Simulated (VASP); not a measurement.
# ZnS (P6_3mc) in VASP: further runs

ZnS is run at these levels: PBE+D3(BJ); tasks: single point, relaxation of cell and atoms.

All numbers are computed with VASP 6.6.1; they aren't measurements. Logs are shortened: lines on timing, memory, paths and dates and some standing lists are left out, and cuts for length are marked.

**Measured values to compare with.**

From a printed reference work, monograph, for a bulk crystal of ZnS at 4 K: band gap 3.911 eV (direct).

How close the calculation comes is told below.

## (1) The cell of the first run

It takes space group P6_3mc (No. 186, hexagonal). Conventional cell: a = 3.794 Å, b = 3.794 Å, c = 6.235 Å, α = 90.00°, β = 90.00°, γ = 120.00°. Within 3.1 Å of Zn (site symmetry 3m) lie 4 S at 2.33 Å. Within 3.1 Å of S (site symmetry 3m) lie 4 Zn at 2.33 Å.

## (2) Single point, PBE+D3(BJ)

The input, INCAR:

```
SYSTEM = ZnS
PREC = Accurate
ENCUT = 520
EDIFF = 1E-7
ISMEAR = 0
SIGMA = 0.02
LREAL = .FALSE.
LASPH = .TRUE.
NELM = 60
ALGO = Normal
ISIF = 2
LWAVE = .FALSE.
LCHARG = .FALSE.
GGA = PE
IVDW = 12
NBANDS = 26
```

The input, KPOINTS:

```
regular mesh
0
G
  12 12 6
  0 0 0
```

The input, POSCAR:

```
ZnS
1.0
    3.7939427871      0.0000000000      0.0000000000
   -1.8969713935      3.2856508341      0.0000000000
    0.0000000000      0.0000000000      6.2354893669
Zn S
2 2
Direct
    0.3333333333      0.6666666667      0.0056126292
    0.6666666667      0.3333333333      0.5056126292
    0.3333333333      0.6666666667      0.3793873708
    0.6666666667      0.3333333333      0.8793873708
```

Potentials or basis: VASP PAW PBE potentials, release 64 (Zn, S).

Run with:

```sh
$ cat potpaw_PBE.64/Zn/POTCAR potpaw_PBE.64/S/POTCAR > POTCAR
$ mpirun -np 1 vasp_std > vasp.out
```

OUTCAR:

```text
SYSTEM = ZnS
   PREC = Accurate
   ENCUT = 520
   EDIFF = 1E-7
   ISMEAR = 0
   LREAL = .FALSE.
   LASPH = .TRUE.
   NELM = 60
   ISIF = 2
   GGA = PE
   IVDW = 12
 IVDW          = 12

 ion  position               nearest neighbor table
   1  0.333  0.667  0.006-   4 2.33   4 2.33   4 2.33   3 2.33
   2  0.667  0.333  0.506-   3 2.33   3 2.33   3 2.33   4 2.33
   3  0.333  0.667  0.379-   2 2.33   2 2.33   2 2.33   1 2.33
   4  0.667  0.333  0.879-   1 2.33   1 2.33   1 2.33   2 2.33

  LATTYP: Found a hexagonal cell.
 ALAT       =     3.7939427871
 C/A-ratio  =     1.6435380597

  Lattice vectors:

 A1 = (   3.7939427871,   0.0000000000,   0.0000000000)
 A2 = (  -1.8969713935,   3.2856508341,   0.0000000000)
 A3 = (   0.0000000000,   0.0000000000,   6.2354893669)

Analysis of symmetry for initial positions (statically):
=====================================================================
 Subroutine PRICEL returns:
 Original cell was already a primitive cell.

 Routine SETGRP: Setting up the symmetry group for a
 hexagonal supercell.

 Subroutine GETGRP returns: Found 12 space group operations
 (whereof  6 operations were pure point group operations)
 out of a pool of 24 trial point group operations.

The static configuration has the point symmetry C_3v.
 The point group associated with its full space group is C_6v.

Analysis of symmetry for dynamics (positions and initial velocities):
=====================================================================
 Subroutine PRICEL returns:
 Original cell was already a primitive cell.

 Routine SETGRP: Setting up the symmetry group for a
 hexagonal supercell.

 Subroutine GETGRP returns: Found 12 space group operations
 (whereof  6 operations were pure point group operations)
 out of a pool of 24 trial point group operations.

The dynamic configuration has the point symmetry C_3v.
 The point group associated with its full space group is C_6v.

 Subroutine INISYM returns: Found 12 space group operations
 (whereof  6 operations are pure point group operations),
 and found     1 'primitive' translations

----------------------------------------------------------------------------------------

                                     Primitive cell

  volume of cell :      77.7289

  direct lattice vectors                    reciprocal lattice vectors
     3.793942787  0.000000000  0.000000000     0.263578039  0.152176852  0.000000000
    -1.896971394  3.285650834  0.000000000     0.000000000  0.304353704  0.000000000
     0.000000000  0.000000000  6.235489367     0.000000000  0.000000000  0.160372337

  length of vectors
     3.793942787  3.793942787  6.235489367     0.304353704  0.304353704  0.160372337

  position of ions in fractional coordinates (direct lattice)
     0.333333333  0.666666667  0.005612629
     0.666666667  0.333333333  0.505612629
     0.333333333  0.666666667  0.379387371
     0.666666667  0.333333333  0.879387371

  ion indices of the primitive-cell ions
   primitive index   ion index
                 1           1
                 2           2
                 3           3
                 4           4

----------------------------------------------------------------------------------------

 KPOINTS: regular mesh

Automatic generation of k-mesh.
 Grid dimensions read from file:
 generate k-points for:   12   12    6

 Generating k-lattice:

  Cartesian coordinates                     Fractional coordinates (reciprocal lattice)
     0.021964837  0.012681404  0.000000000     0.083333333  0.000000000  0.000000000
     0.000000000  0.025362809  0.000000000     0.000000000  0.083333333  0.000000000
     0.000000000  0.000000000  0.026728723     0.000000000  0.000000000  0.166666667

  Length of vectors
     0.025362809  0.025362809  0.026728723

  Shift w.r.t. Gamma in fractional coordinates (k-lattice)
     0.000000000  0.000000000  0.000000000

 Subroutine IBZKPT returns following result:
 ===========================================

 Found     76 irreducible k-points:

 Following reciprocal coordinates:
            Coordinates               Weight
  0.000000  0.000000  0.000000      1.000000
  0.083333  0.000000  0.000000      6.000000
  0.166667  0.000000  0.000000      6.000000
  0.250000 -0.000000  0.000000      6.000000
  0.333333  0.000000  0.000000      6.000000
  0.416667 -0.000000  0.000000      6.000000
[... 16 lines left out ...]
  0.250000 -0.000000  0.166667     12.000000
  0.333333  0.000000  0.166667     12.000000
 [... further k-points ...]
   k-points           NKPTS =     76   k-points in BZ     NKDIM =     76   number of bands    NBANDS=     26
   number of dos      NEDOS =    301   number of ions     NIONS =      4
   total plane-waves  NPLWV =  37632
   dimension x,y,z NGX =    28 NGY =   28 NGZ =   48
   dimension x,y,z NGXF=    56 NGYF=   56 NGZF=   96
   ions per type =               2   2
   NGX,Y,Z   is equivalent  to a cutoff of  12.27, 12.27, 12.80 a.u.
   NGXF,Y,Z  is equivalent  to a cutoff of  24.54, 24.54, 25.59 a.u.
 SYSTEM =  ZnS
   PREC   = accura    normal or accurate (medium, high low for compatibility)
   ISTART =      0    job   : 0-new  1-cont  2-samecut
   ICHARG =      2    charge: 1-file 2-atom 10-const
   ISPIN  =      1    spin polarized calculation?
   LNONCOLLINEAR =      F non collinear calculations
   LSORBIT =      F    spin-orbit coupling
   LASPH  =      T    aspherical Exc in radial PAW
   ENCUT  =  520.0 eV  38.22 Ry    6.18 a.u.   7.05  7.05 11.59*2*pi/ulx,y,z
   NELM   =     60;   NELMIN=  2; NELMDL= -5     # of ELM steps
   EDIFF  = 0.1E-06   stopping-criterion for ELM
   LREAL  =      F    real-space projection
   EDIFFG = 0.1E-05   stopping-criterion for IOM
   NSW    =      0    number of steps for IOM
   IBRION =     -1    ionic relax: 0-MD 1-quasi-New 2-CG
   NFREE  =      0    steps in history (QN), initial steepest desc. (CG)
   ISIF   =      2    stress and relaxation
   ISYM   =      2    0-nonsym 1-usesym 2-fastsym
   POTIM  = 0.5000    time-step for ionic-motion
   TEBEG  =    0.0;   TEEND  =   0.0 temperature during run
   PSTRESS=    0.0 pullay stress
   NELECT =      36.0000    total number of electrons
   NUPDOWN=      -1.0000    fix difference up-down
   EMIN   =  10.00;   EMAX   =-10.00  energy-range for DOS
   EFERMI =   0.00;   METHOD = LEGACY
   ISMEAR =     0;   SIGMA  =   0.02  broadening in eV -4-tet -1-fermi 0-gaus
   EFERMI_NEDOS =   21; number of points for ismear=-14 and -15
   IALGO  =     38    algorithm
   IMIX   =      4    mixing-type and parameters
     AMIX     =   0.40;   BMIX     =  1.00
     AMIX_MAG =   1.60;   BMIX_MAG =  1.00
  volume/ion in A,a.u.               =      19.43       131.14
  Fermi-wavevector in a.u.,A,eV,Ry     =   1.266625  2.393574 21.828359  1.604339
  Thomas-Fermi vector in A             =   2.399816
   LORBIT       =      0    0 simple, 1 ext, 2 COOP (PROOUT), +10 PAW based schemes
   GGA     = PE    functional components
   LHFCALC =     F    Hartree Fock is set to
   AEXX    =    0.0000 exact exchange contribution
   IVDW    =    12    specifies the selected vdW correction
   LEPSILON=     F    determine dielectric tensor
   LRPA    =     F    only Hartree local field effects (RPA)
 non-spin polarized calculation
 Gauss-broadening in eV      SIGMA  =   0.02
  energy-cutoff  :      520.00
  volume of cell :       77.73
 maximum number of plane-waves:      2110
   NGX = 15   NGY = 15   NGZ = 23

 number of electron      35.9999996 magnetization

 Free energy of the ion-electron system (eV)
  ---------------------------------------------------
  ext. energy  EPLUGINS =         0.00000000
  ---------------------------------------------------
  free energy    TOTEN  =       -13.66436028 eV

  energy without entropy =      -13.66436028  energy(sigma->0) =      -13.66436028

 E-fermi :   2.4297     XC(G=0):  -9.6954

 val. band max:        2.2711936561   @ k =   0.0000   0.0000   0.0000
 cond. band min:       4.5175815374   @ k =   0.0000   0.0000   0.0000
 fundamental gap:      2.2463878813
 Fermi energy:         2.4296921484

 k-point     1 :       0.0000    0.0000    0.0000
  band No.  band energies     occupation
      1     -11.0053      2.00000
      2     -10.0500      2.00000
      3      -4.1411      2.00000
      4      -4.1235      2.00000
      5      -4.1235      2.00000
      6      -4.0385      2.00000
[... 18 lines left out ...]
     25       9.9732      0.00000
     26      11.5715      0.00000

 k-point     2 :       0.0833    0.0000    0.0000
  band No.  band energies     occupation
      1     -10.9569      2.00000
      2     -10.0225      2.00000
      3      -4.1353      2.00000
      4      -4.1232      2.00000
      5      -4.1137      2.00000
      6      -4.0340      2.00000
[... 18 lines left out ...]
     25      10.1908      0.00000
     26      11.2568      0.00000

 k-point     3 :       0.1667    0.0000    0.0000
  band No.  band energies     occupation
      1     -10.8183      2.00000
      2      -9.9480      2.00000
      3      -4.1390      2.00000
      4      -4.1029      2.00000
      5      -4.0886      2.00000
      6      -4.0152      2.00000
[... 18 lines left out ...]
     25      10.5646      0.00000
     26      10.7915      0.00000

 k-point     4 :       0.2500   -0.0000    0.0000
  band No.  band energies     occupation
      1     -10.6100      2.00000
      2      -9.8502      2.00000
      3      -4.1418      2.00000
      4      -4.0757      2.00000
      5      -4.0587      2.00000
      6      -3.9681      2.00000
[... 18 lines left out ...]
     25      10.8193      0.00000
     26      11.1384      0.00000
[... 496 lines left out ...]
      1     -10.7674      2.00000
      2     -10.0153      2.00000
      3      -4.1479      2.00000
      4      -4.0976      2.00000
      5      -4.0833      2.00000
      6      -4.0251      2.00000
[... 18 lines left out ...]
     25      10.6057      0.00000
     26      10.7895      0.00000

 k-point    23 :       0.2500   -0.0000    0.1667
  band No.  band energies     occupation
      1     -10.5640      2.00000
      2      -9.9066      2.00000
      3      -4.1500      2.00000
      4      -4.0779      2.00000
      5      -4.0513      2.00000
      6      -3.9762      2.00000
[... 18 lines left out ...]
     25      10.9179      0.00000
     26      11.4327      0.00000

 k-point    24 :       0.3333    0.0000    0.1667
  band No.  band energies     occupation
      1     -10.3304      2.00000
      2      -9.8072      2.00000
      3      -4.1415      2.00000
      4      -4.0531      2.00000
      5      -4.0252      2.00000
      6      -3.8939      2.00000
[... 18 lines left out ...]
     25      11.0919      0.00000
     26      12.1366      0.00000

 [... further k-points ...]

------------------------ aborting loop because EDIFF is reached ----------------------------------------

 Edisp (eV)   -1.25144

 E8    (eV) :    -0.4921

  FORCE on cell =-STRESS in cart. coord.  units (eV):
  Direction    XX          YY          ZZ          XY          YZ          ZX
  --------------------------------------------------------------------------------------
  -------------------------------------------------------------------------------------
  Total       0.10010     0.10010     0.08671     0.00000     0.00000     0.00000
  in kB       2.06337     2.06337     1.78729     0.00000     0.00000     0.00000
  external pressure =        1.97 kB  Pullay stress =        0.00 kB

 VOLUME and BASIS-vectors are now :
 -----------------------------------------------------------------------------
  energy-cutoff  :      520.00
  volume of cell :       77.73
      direct lattice vectors                 reciprocal lattice vectors
     3.793942787  0.000000000  0.000000000     0.263578039  0.152176852  0.000000000
    -1.896971394  3.285650834  0.000000000     0.000000000  0.304353704  0.000000000
     0.000000000  0.000000000  6.235489367     0.000000000  0.000000000  0.160372337

 POSITION                                       TOTAL-FORCE (eV/Angst)
 -----------------------------------------------------------------------------------
     -0.00000      2.19043      0.03500        -0.000000     -0.000000      0.000419
      1.89697      1.09522      3.15274         0.000000      0.000000      0.000419
     -0.00000      2.19043      2.36567         0.000000     -0.000000     -0.000419
      1.89697      1.09522      5.48341         0.000000     -0.000000     -0.000419
 -----------------------------------------------------------------------------------
    total drift:                               -0.000000     -0.000000     -0.000919

  FREE ENERGIE OF THE ION-ELECTRON SYSTEM (eV)
  ---------------------------------------------------
  free  energy   TOTEN  =       -14.9158025669 eV

  energy  without entropy=      -14.9158025669  energy(sigma->0) =      -14.91580257
```

Wall time 51 s (1 thread of Intel Xeon 6975P-C (Granite Rapids), shared host); peak memory 0.27 GiB.

Results:

* Free energy: -14.9158 eV
* Pressure: 0.2 GPa
* Band gap on the k mesh: 2.25 eV
* Dispersion energy per atom: -0.313 eV

Levels at points of the mesh, in eV from the valence-band top:
```tsv
k point	band 15	band 16	band 17	band 18	band 19	band 20	band 21	band 22
(0.00, 0.00, 0.00)	-0.91	-0.09	0.00	0.00	2.25	3.14	6.31	6.31
(0.50, 0.00, 0.00)	-3.33	-2.27	-1.73	-0.90	3.66	4.27	5.09	6.90
(0.00, 0.00, 0.50)	-0.48	-0.48	-0.48	-0.48	3.60	3.60	6.77	6.77
(0.50, 0.00, 0.50)	-1.67	-1.67	-1.64	-1.64	3.54	3.54	5.22	5.22
```

## (3) Relaxation of cell and atoms, PBE+D3(BJ)

This run uses another cell than the first one, of 19.60 Å³/atom.

The input, INCAR:

```
ALGO = Normal
EDIFF = 1E-6
EDIFFG = -0.005
ENCUT = 600
GGA = PE
IBRION = 2
ISIF = 3
ISMEAR = 0
IVDW = 12
LASPH = T
LCHARG = F
LREAL = F
LWAVE = F
NELM = 80
NSW = 100
PREC = Accurate
SIGMA = 0.02
```

The input, KPOINTS:

```
k-points
0
Gamma
  12 12 6
```

The input, POSCAR:

```
ZnS
1.0
    3.8109987816      0.0000000000      0.0000000000
   -1.9054993908      3.3004217586      0.0000000000
    0.0000000000      0.0000000000      6.2340000000
Zn S
2 2
Direct
    0.3333333333      0.6666666667      0.0000000000
    0.6666666667      0.3333333333      0.5000000000
    0.3333333333      0.6666666667      0.3850000000
    0.6666666667      0.3333333333      0.8850000000
```

Potentials or basis: VASP PAW PBE potentials, release 64 (Zn, S).

Run with:

```sh
$ cat potpaw_PBE.64/Zn/POTCAR potpaw_PBE.64/S/POTCAR > POTCAR
$ mpirun -np 1 vasp_std > vasp.out
```

Wall time 5.6 min (1 thread of Intel Xeon 6975P-C (Granite Rapids), shared host); peak memory 0.3 GiB.

It converged, with:

```yaml
Free_energy: -14.9161 eV
Relaxed_volume: 19.49 Å³/atom
Relaxed_cell: a = 3.798 Å, b = 3.798 Å, c = 6.240 Å, α = 90.00°, β = 90.00°, γ = 120.00°
Space_group_after_relaxing_to_0.1_Å: P6_3mc (No. 186)
Energy_gained_by_relaxing: 5.7 meV/atom
Ionic_steps: 10
Pressure_after_relaxing: 0.0 GPa
Band_gap_on_the_k_mesh: 2.23 eV
Dispersion_energy_per_atom: -0.312 eV
```

The path:
| step | energy change (eV) | largest force (eV/Å) | pressure (GPa) | volume (Å³) |
| --- | --- | --- | --- | --- |
| 1 | 0.0000 | 0.3256 | -0.28 | 78.41 |
| 2 | -0.0168 | 0.1050 | -0.04 | 78.01 |
| 3 | -0.0170 | 0.0707 | 0.01 | 77.96 |
| 4 | -0.0201 | 0.0444 | -0.07 | 77.92 |
| 5 | -0.0223 | 0.0404 | 0.23 | 77.79 |
| 6 | -0.0228 | 0.0128 | 0.10 | 77.83 |
| 7 | -0.0228 | 0.0102 | -0.03 | 78.04 |
| 8 | -0.0229 | 0.0017 | 0.08 | 77.93 |
| 9 | -0.0229 | 0.0039 | -0.08 | 77.98 |
| 10 | -0.0229 | 0.0008 | 0.01 | 77.95 |

Final structure:
```
Zn S
1.0
     3.79803    0.00000    0.00000
    -1.89901    3.28919    0.00000
     0.00000    0.00000    6.23985
Zn S
2 2
Direct
  0.33333 0.66667 0.00557
  0.66667 0.33333 0.50557
  0.33333 0.66667 0.37943
  0.66667 0.33333 0.87943
```

Levels at points of the mesh, in eV from the valence-band top:
| k point | band 14 | band 15 | band 16 | band 17 | band 18 | band 19 | band 20 | band 21 | band 22 |
| --- | --- | --- | --- | --- | --- | --- | --- | --- | --- |
| (0.00, 0.00, 0.00) | -0.90 | -0.90 | -0.09 | 0.00 | 0.00 | 2.23 | 3.13 | 6.31 | 6.31 |
| (0.50, 0.00, 0.00) | -4.15 | -3.32 | -2.26 | -1.72 | -0.90 | 3.66 | 4.27 | 5.10 | 6.90 |
| (0.00, 0.00, 0.50) | -2.90 | -0.47 | -0.47 | -0.47 | -0.47 | 3.59 | 3.59 | 6.77 | 6.77 |
| (0.50, 0.00, 0.50) | -4.91 | -1.66 | -1.66 | -1.63 | -1.63 | 3.54 | 3.54 | 5.22 | 5.22 |

A k mesh can miss the band edges. Expect the measured gap to be larger: semilocal functionals such as PBE lack the derivative discontinuity.

## (4) Comparison with measurements

Step 2. Measured gap of ZnS: 3.911 eV (direct; 4 K; a printed reference work, monograph). This calculation gives 2.25 eV (-1.66 eV). The value is that of PBE+D3(BJ) on a finite k mesh, which can miss the band edges, without temperature or zero-point motion. Semilocal functionals fall short of measured gaps as a rule.
